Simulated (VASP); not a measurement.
# AlGa3N2 (P3m1) in VASP: settings compared

One crystal, AlGa3N2, is run at these levels: PBE, r2SCAN; tasks: relaxation of cell and atoms, single point.

Program: VASP 6.6.1. These are calculated values, not measurements. Logs are shortened: lines on timing, memory, paths and dates and some standing lists are left out, and cuts for length are marked.

**1. Starting point**

It takes space group P3m1 (No. 156, trigonal). The conventional cell has a = 3.115 Å, b = 3.115 Å, c = 10.457 Å, α = 90.00°, β = 90.00°, γ = 120.00°. Al (site symmetry 3m) is surrounded by 4 N at 1.89 to 1.92 Å. Around Ga (site symmetry 3m) lie 3 N at 1.94 Å. Around Ga (site symmetry 3m) lie 1 N at 2.04 Å. Around Ga (site symmetry 3m) lie 1 Ga at 2.65 Å. Around N (site symmetry 3m) lie 1 Al at 1.92 Å and 3 Ga at 1.94 Å. N (site symmetry 3m) is surrounded by 3 Al at 1.89 Å and 1 Ga at 2.04 Å.

The cell was built by a generator and needn't be a form met in nature.

**2. Relaxation of cell and atoms, PBE**

File INCAR:

```
SYSTEM = AlGa3N2
PREC = Accurate ; ENCUT = 520
EDIFF = 1E-6 ; ISMEAR = 0
SIGMA = 0.1 ; LREAL = .FALSE.
LASPH = .TRUE. ; NELM = 120
ALGO = Normal ; ISIF = 3
LWAVE = .FALSE. ; LCHARG = .FALSE.
GGA = PE ; IBRION = 2
NSW = 90 ; EDIFFG = -0.01
KPAR = 4
```

File KPOINTS:

```
regular mesh
0
G
  12 12 4
  0 0 0
```

File POSCAR:

```
AlGa3N2
1.0
    3.1145852600      0.0000000000      0.0000000000
   -1.5572926300      2.6973099600      0.0000000000
    0.0000000000      0.0000000000     10.4570000000
Al Ga N
1 3 2
Direct
    0.6666666700      0.3333333300      0.2459596400
    0.3333333300      0.6666666700      0.9920627300
    0.0000000000      0.0000000000      0.4967964000
    0.3333333300      0.6666666700      0.7385483400
    0.6666666700      0.3333333300      0.0621593200
    0.0000000000      0.0000000000      0.3015205100
```

Potentials or basis: VASP PAW PBE potentials, release 64 (Al, Ga_d, N).

Command:

```
cat potpaw_PBE.64/Al/POTCAR potpaw_PBE.64/Ga_d/POTCAR potpaw_PBE.64/N/POTCAR > POTCAR
mpirun -np 4 vasp_std > vasp.out
```

OUTCAR:

```text
SYSTEM = AlGa3N2
   PREC = Accurate
   ENCUT = 520
   EDIFF = 1E-6
   ISMEAR = 0
   LREAL = .FALSE.
   LASPH = .TRUE.
   NELM = 120
   ISIF = 3
   GGA = PE
   IBRION = 2
   NSW = 90
   EDIFFG = -0.01

 ion  position               nearest neighbor table
   1  0.667  0.333  0.246-   6 1.89   6 1.89   6 1.89   5 1.92
   2  0.333  0.667  0.992-   5 1.94   5 1.94   5 1.94   4 2.65
   3  0.000  0.000  0.497-   6 2.04
   4  0.333  0.667  0.739-   2 2.65
   5  0.667  0.333  0.062-   1 1.92   2 1.94   2 1.94   2 1.94
   6  0.000  0.000  0.302-   1 1.89   1 1.89   1 1.89   3 2.04

  LATTYP: Found a hexagonal cell.
 ALAT       =     3.1145852600
 C/A-ratio  =     3.3574293612

  Lattice vectors:

 A1 = (   3.1145852600,   0.0000000000,   0.0000000000)
 A2 = (  -1.5572926300,   2.6973099600,   0.0000000000)
 A3 = (   0.0000000000,   0.0000000000,  10.4570000000)

Analysis of symmetry for initial positions (statically):
=====================================================================
 Subroutine PRICEL returns:
 Original cell was already a primitive cell.

 Routine SETGRP: Setting up the symmetry group for a
 hexagonal supercell.

 Subroutine GETGRP returns: Found  6 space group operations
 (whereof  6 operations were pure point group operations)
 out of a pool of 24 trial point group operations.

The static configuration has the point symmetry C_3v.

Analysis of symmetry for dynamics (positions and initial velocities):
=====================================================================
 Subroutine PRICEL returns:
 Original cell was already a primitive cell.

 Routine SETGRP: Setting up the symmetry group for a
 hexagonal supercell.

 Subroutine GETGRP returns: Found  6 space group operations
 (whereof  6 operations were pure point group operations)
 out of a pool of 24 trial point group operations.

The dynamic configuration has the point symmetry C_3v.

 Subroutine INISYM returns: Found  6 space group operations
 (whereof  6 operations are pure point group operations),
 and found     1 'primitive' translations

----------------------------------------------------------------------------------------

                                     Primitive cell

  volume of cell :      87.8493

  direct lattice vectors                    reciprocal lattice vectors
     3.114585260  0.000000000  0.000000000     0.321070036  0.185369871  0.000000000
    -1.557292630  2.697309960  0.000000000     0.000000000  0.370739742  0.000000000
     0.000000000  0.000000000 10.457000000     0.000000000  0.000000000  0.095629722

  length of vectors
     3.114585260  3.114585262 10.457000000     0.370739743  0.370739742  0.095629722

  position of ions in fractional coordinates (direct lattice)
     0.666666670  0.333333330  0.245959640
     0.333333330  0.666666670  0.992062730
     0.000000000  0.000000000  0.496796400
     0.333333330  0.666666670  0.738548340
     0.666666670  0.333333330  0.062159320
     0.000000000  0.000000000  0.301520510

  ion indices of the primitive-cell ions
   primitive index   ion index
                 1           1
                 2           2
                 3           3
                 4           4
                 5           5
                 6           6

----------------------------------------------------------------------------------------

 KPOINTS: regular mesh

Automatic generation of k-mesh.
 Grid dimensions read from file:
 generate k-points for:   12   12    4

 Generating k-lattice:

  Cartesian coordinates                     Fractional coordinates (reciprocal lattice)
     0.026755836  0.015447489  0.000000000     0.083333333  0.000000000  0.000000000
     0.000000000  0.030894979  0.000000000     0.000000000  0.083333333  0.000000000
     0.000000000  0.000000000  0.023907430     0.000000000  0.000000000  0.250000000

  Length of vectors
     0.030894979  0.030894979  0.023907430

  Shift w.r.t. Gamma in fractional coordinates (k-lattice)
     0.000000000  0.000000000  0.000000000

 Subroutine IBZKPT returns following result:
[... 42 lines left out ...]
   IVDW    =     0    specifies the selected vdW correction
   LEPSILON=     F    determine dielectric tensor
   LRPA    =     F    only Hartree local field effects (RPA)
 conjugate gradient relaxation of ions
 non-spin polarized calculation
 Gauss-broadening in eV      SIGMA  =   0.10
  energy-cutoff  :      520.00
  volume of cell :       87.85
 maximum number of plane-waves:      2402
   NGX = 11   NGY = 11   NGZ = 39

--------------------------------------- Ionic step        1  -------------------------------------------

 number of electron      52.0000019 magnetization

 Free energy of the ion-electron system (eV)
  ---------------------------------------------------
  ext. energy  EPLUGINS =         0.00000000
  ---------------------------------------------------
  free energy    TOTEN  =       -31.61476985 eV

  energy without entropy =      -31.59633459  energy(sigma->0) =      -31.60555222

------------------------ aborting loop because EDIFF is reached ----------------------------------------

  FORCE on cell =-STRESS in cart. coord.  units (eV):
  Direction    XX          YY          ZZ          XY          YZ          ZX
  --------------------------------------------------------------------------------------
  -------------------------------------------------------------------------------------
  Total        0.2657179      0.2657179     -1.1285791      0.0000000      0.0000000      0.0000000
  in kB        4.8461097      4.8461097    -20.5827978      0.0000000      0.0000000      0.0000000
  external PRESSURE =      -3.6301928 kB  Pullay stress =       0.0000000 kB
[... 101 lines left out ...]
  FREE ENERGIE OF THE ION-ELECTRON SYSTEM (eV)
  ---------------------------------------------------
  free  energy   TOTEN  =       -31.6874334244 eV

  energy  without entropy=      -31.6732491199  energy(sigma->0) =      -31.68034127

[... ionic steps 4 to 37 ...]

--------------------------------------- Ionic step       38  -------------------------------------------

 number of electron      51.9999969 magnetization

------------------------ aborting loop because EDIFF is reached ----------------------------------------

  FORCE on cell =-STRESS in cart. coord.  units (eV):
  Direction    XX          YY          ZZ          XY          YZ          ZX
  --------------------------------------------------------------------------------------
  -------------------------------------------------------------------------------------
  Total        0.0416591      0.0416591      0.0012979      0.0000000      0.0000000      0.0000000
  in kB        0.7941423      0.7941423      0.0247408      0.0000000      0.0000000      0.0000000
  external PRESSURE =       0.5376751 kB  Pullay stress =       0.0000000 kB
[... 65 lines left out ...]
  energy  without entropy=      -32.0165044092  energy(sigma->0) =      -32.01887246

--------------------------------------- Ionic step       40  -------------------------------------------

 number of electron      51.9999969 magnetization

 Free energy of the ion-electron system (eV)
  ---------------------------------------------------
  ext. energy  EPLUGINS =         0.00000000
  ---------------------------------------------------
  free energy    TOTEN  =       -32.02124346 eV

  energy without entropy =      -32.01651431  energy(sigma->0) =      -32.01887888

 E-fermi :   6.8873     XC(G=0): -10.9744

 val. band max:        6.7931195352   @ k =   0.3333   0.1667   0.2500
 cond. band min:       6.8976376507   @ k =   0.0833   0.0833   0.0000
 fundamental gap:      0.1045181155
 Fermi energy:         6.8872970265

 k-point     1 :       0.0000    0.0000    0.0000
  band No.  band energies     occupation
      1     -10.6068      2.00000
      2      -9.8609      2.00000
      3      -8.8580      2.00000
      4      -8.8580      2.00000
      5      -8.7650      2.00000
      6      -8.7532      2.00000
[... 805 lines left out ...]
     30      11.6750      0.00000
     31      12.2764      0.00000

 [... further k-points ...]
[... 5 lines left out ...]
  --------------------------------------------------------------------------------------
  -------------------------------------------------------------------------------------
  Total        0.0441545      0.0441545      0.0026784      0.0000000      0.0000000     -0.0000000
  in kB        0.8418120      0.8418120      0.0510638      0.0000000      0.0000000     -0.0000000
  external PRESSURE =       0.5782293 kB  Pullay stress =       0.0000000 kB
[... 21 lines left out ...]
  FREE ENERGIE OF THE ION-ELECTRON SYSTEM (eV)
  ---------------------------------------------------
  free  energy   TOTEN  =       -32.0212434562 eV

  energy  without entropy=      -32.0165143094  energy(sigma->0) =      -32.01887888

 reached required accuracy - stopping structural energy minimisation
```

Run time: 8.8 min. Hardware: 4 MPI ranks of Intel Xeon 6975P-C (Granite Rapids), shared host; peak memory 0.33 GiB.

What came out:

* Free energy: -32.0212 eV
* Relaxed volume: 14.01 Å³/atom
* Relaxed cell: a = 3.219 Å, b = 3.219 Å, c = 9.365 Å, α = 90.00°, β = 90.00°, γ = 120.00°
* Space group after relaxing (to 0.05 Å): P3m1 (No. 156)
* Energy gained by relaxing: 67.7 meV/atom
* Ionic steps: 40
* Pressure after relaxing: 0.1 GPa
* Largest force after relaxing: 0.009 eV/Å
* Band gap on the k mesh: none (metal or under the smearing width)

Forces on the atoms (eV/Å):
```
Al   0.000  0.000 -0.009
Ga   0.000  0.000  0.002
Ga   0.000  0.000  0.009
Ga   0.000  0.000 -0.006
N    0.000  0.000 -0.005
N    0.000  0.000  0.009
```

The path:
```
step  energy change (eV)  largest force (eV/Å)  pressure (GPa)  volume (Å³)
   1              0.0000                0.3411           -0.36        87.85
   2             -0.0207                0.4382           -0.16        87.42
   3             -0.0727                0.8565            0.90        86.11
   4             -0.0258                2.7779            4.55        83.33
   5             -0.0941                1.4107            1.88        85.17
   6             -0.0905                1.8108            2.73        84.55
   7             -0.0956                1.5621            2.17        84.93
   8             -0.0984                1.5720            2.20        84.90
   9             -0.1056                1.5997            2.31        84.80
  10             -0.1151                1.6594            2.50        84.60
  11             -0.1266                1.8148            2.78        84.19
  12             -0.1127                2.0937            3.94        83.33
  13             -0.1333                1.9186            3.07        83.90
  14             -0.1612                1.6841            2.75        84.01
  15             -0.2239                1.0488            1.89        84.33
  16             -0.2747                1.0073            0.36        84.97
  17             -0.2758                1.0186            0.09        85.07
  18             -0.2922                0.9483           -0.04        85.10
  19             -0.3337                0.7235           -0.44        85.20
  20             -0.3782                0.2519           -1.28        85.40
  21             -0.3805                0.3118           -1.60        85.47
  22             -0.3905                0.2443           -0.46        84.56
  23             -0.3921                0.1963            0.31        83.94
  24             -0.3921                0.2004            0.18        84.00
  25             -0.3943                0.1318            0.19        84.03
  26             -0.3976                0.1360            0.05        84.11
  27             -0.3932                0.4557           -0.24        84.27
  28             -0.3981                0.1877           -0.03        84.15
  29             -0.3994                0.1874           -0.05        84.16
  30             -0.4024                0.1864           -0.15        84.20
  31             -0.4030                0.2672           -0.23        84.27
  32             -0.4039                0.2001           -0.19        84.24
  33             -0.4053                0.1228           -0.05        84.17
  34             -0.4060                0.0651            0.04        84.11
  35             -0.4061                0.0593            0.03        84.09
  36             -0.4062                0.0429           -0.03        84.10
  37             -0.4064                0.0248           -0.12        84.12
  38             -0.4065                0.0124            0.05        84.05
  39             -0.4065                0.0101           -0.02        84.04
  40             -0.4065                0.0093            0.06        84.04
```

Final structure:
```xyz
6
Lattice="3.2190 0.0000 0.0000 -1.6095 2.7878 0.0000 0.0000 0.0000 9.3646" Properties=species:S:1:pos:R:3 pbc="T T T"
Al    1.6095    0.9293    2.3849
Ga    0.0000    1.8585    9.1543
Ga    0.0000    0.0000    4.9290
Ga    0.0000    1.8585    6.6527
N     1.6095    0.9293    0.4921
N    -1.6095    2.7878    2.9548
```

**3. Relaxation of cell and atoms, PBE**

This run uses another cell than the first one, of 14.01 Å³/atom, 0.957 times its volume.

File INCAR:

```
SYSTEM = AlGa3N2
PREC = Accurate ; ENCUT = 520
EDIFF = 1E-7 ; ISMEAR = 0
SIGMA = 0.1 ; LREAL = .FALSE.
LASPH = .TRUE. ; NELM = 120
ALGO = Normal ; ISIF = 3
LWAVE = .FALSE. ; LCHARG = .FALSE.
GGA = PE ; IBRION = 2
NSW = 60 ; EDIFFG = -0.005
POTIM = 0.3 ; KPAR = 4
```

KPOINTS is that of step 2.

File POSCAR:

```
AlGa3N2                                 
1.0
    3.2190312223     -0.0000000000      0.0000000000
   -1.6095156111      2.7877628169      0.0000000000
    0.0000000000     -0.0000000000      9.3646051852
  Al              Ga              N             
     1     3     2
Direct
     0.6666666699999979    0.3333333300000021    0.2546692161839675
     0.3333333300000021    0.6666666699999979    0.9775419038187628
     0.0000000000000000    0.0000000000000000    0.5263463500291640
     0.3333333300000021    0.6666666699999979    0.7104082159905971
     0.6666666699999979    0.3333333300000021    0.0525505430803082
     0.0000000000000000    1.0000000000000000    0.3155307108972076
```

Potentials or basis: VASP PAW PBE potentials, release 64 (Al, Ga_d, N).

Command:

```
cat potpaw_PBE.64/Al/POTCAR potpaw_PBE.64/Ga_d/POTCAR potpaw_PBE.64/N/POTCAR > POTCAR
mpirun -np 4 vasp_std > vasp.out
```

It took 57 s on 4 MPI ranks of Intel Xeon 6975P-C (Granite Rapids), shared host; peak memory 0.3 GiB.

The run converged. Its results:

```yaml
Free_energy: -32.0194 eV
Relaxed_volume: 14.01 Å³/atom
Relaxed_cell: a = 3.220 Å, b = 3.220 Å, c = 9.363 Å, α = 90.00°, β = 90.00°, γ = 120.00°
Space_group_after_relaxing_to_0.05_Å: P3m1 (No. 156)
Energy_gained_by_relaxing: 0.0 meV/atom
Ionic_steps: 5
Pressure_after_relaxing: 0.0 GPa
Largest_force_after_relaxing: 0.005 eV/Å
Band_gap_on_the_k_mesh: none (metal or under the smearing width)
```

Forces in eV/Å, atoms in the order of the input:
```
Al   0.000  0.000  0.002
Ga   0.000  0.000 -0.005
Ga   0.000  0.000  0.001
Ga   0.000  0.000  0.001
N    0.000  0.000 -0.001
N    0.000  0.000  0.003
```

Final structure:
```yaml
crystal:
  lattice:
    - [3.22014, 0.00000, 0.00000]
    - [-1.61007, 2.78873, 0.00000]
    - [0.00000, 0.00000, 9.36345]
  atoms:
    - { symbol: Al, position: [0.66667, 0.33333, 0.25464] }
    - { symbol: Ga, position: [0.33333, 0.66667, 0.97753] }
    - { symbol: Ga, position: [0.00000, 0.00000, 0.52645] }
    - { symbol: Ga, position: [0.33333, 0.66667, 0.71034] }
    - { symbol: N, position: [0.66667, 0.33333, 0.05250] }
    - { symbol: N, position: [0.00000, 0.00000, 0.31559] }
```

Levels at points of the mesh, in eV from the Fermi level:
| k point | band 23 | band 24 | band 25 | band 26 | band 27 | band 28 | band 29 | band 30 |
| --- | --- | --- | --- | --- | --- | --- | --- | --- |
| (0.00, 0.00, 0.00) | -2.62 | -2.57 | -2.57 | -0.88 | 2.45 | 3.39 | 6.27 | 6.27 |
| (0.50, 0.00, 0.00) | -4.45 | -4.29 | -3.70 | -2.56 | -0.09 | 2.43 | 2.66 | 2.88 |
| (0.00, 0.00, 0.50) | -3.61 | -2.57 | -2.57 | 0.81 | 1.22 | 3.57 | 6.19 | 6.19 |
| (0.50, 0.00, 0.50) | -4.58 | -4.41 | -3.71 | -2.17 | 0.49 | 1.85 | 2.05 | 2.70 |

**4. Single point, r2SCAN**

This run uses another cell than the first one, of 14.01 Å³/atom, 0.957 times its volume.

File INCAR:

```
  PREC = Accurate
  ENCUT = 520
  EDIFF = 1E-6
  ISMEAR = 0
  SIGMA = 0.1
  LREAL = F
  LASPH = T
  NELM = 150
  ALGO = Normal
  ISIF = 2
  LWAVE = F
  LCHARG = F
  METAGGA = R2SCAN
  LMIXTAU = T
  KPAR = 4
```

File KPOINTS:

```
regular mesh
0
Gamma
  12 12 4
```

File POSCAR:

```
AlGa3N2                                 
1.0
    3.2201448394      0.0000000000      0.0000000000
   -1.6100724196      2.7887272376     -0.0000000000
    0.0000000000     -0.0000000000      9.3634461300
  Al              Ga              N             
     1     3     2
Direct
     0.6666666699999979    0.3333333300000021    0.2546379328954113
     0.3333333300000021    0.6666666699999979    0.9775312503902197
     0.0000000000000000    0.0000000000000000    0.5264529092894764
     0.3333333300000021    0.6666666699999979    0.7103353408804448
     0.6666666699999979    0.3333333300000021    0.0524977921545943
     0.0000000000000000    0.0000000000000000    0.3155917143898610
```

Command:

```
cat potpaw_PBE.64/Al/POTCAR potpaw_PBE.64/Ga_d/POTCAR potpaw_PBE.64/N/POTCAR > POTCAR
mpirun -np 4 vasp_std > vasp.out
```

Run time: 99 s. Hardware: 4 MPI ranks of Intel Xeon 6975P-C (Granite Rapids), shared host; peak memory 0.31 GiB.

The run converged. Its results:

* Free energy: -63.0316 eV
* Pressure: -4.0 GPa
* Largest force: 0.251 eV/Å
* Band gap on the k mesh: none (metal or under the smearing width)

Forces in eV/Å, atoms in the order of the input:
```
Al   0.000  0.000 -0.091
Ga   0.000  0.000  0.023
Ga   0.000  0.000  0.174
Ga   0.000  0.000 -0.251
N    0.000  0.000  0.050
N    0.000  0.000  0.095
```

Stress tensor (GPa, compression positive):
```
-3.31  0.00  0.00
 0.00 -3.31  0.00
 0.00  0.00 -5.40
```

Levels at points of the mesh, in eV from the Fermi level:
| k point | band 23 | band 24 | band 25 | band 26 | band 27 | band 28 | band 29 | band 30 |
| --- | --- | --- | --- | --- | --- | --- | --- | --- |
| (0.00, 0.00, 0.00) | -2.87 | -2.82 | -2.82 | -0.76 | 2.78 | 3.72 | 6.55 | 6.55 |
| (0.50, 0.00, 0.00) | -4.75 | -4.58 | -4.00 | -2.77 | 0.04 | 2.69 | 2.74 | 3.17 |
| (0.00, 0.00, 0.50) | -3.96 | -2.82 | -2.82 | 0.92 | 1.47 | 3.97 | 6.47 | 6.47 |
| (0.50, 0.00, 0.50) | -4.94 | -4.69 | -4.00 | -2.38 | 0.61 | 2.10 | 2.32 | 2.78 |

Caveat: the PAW data sets were made with another functional, which shifts forces and pressure a little.
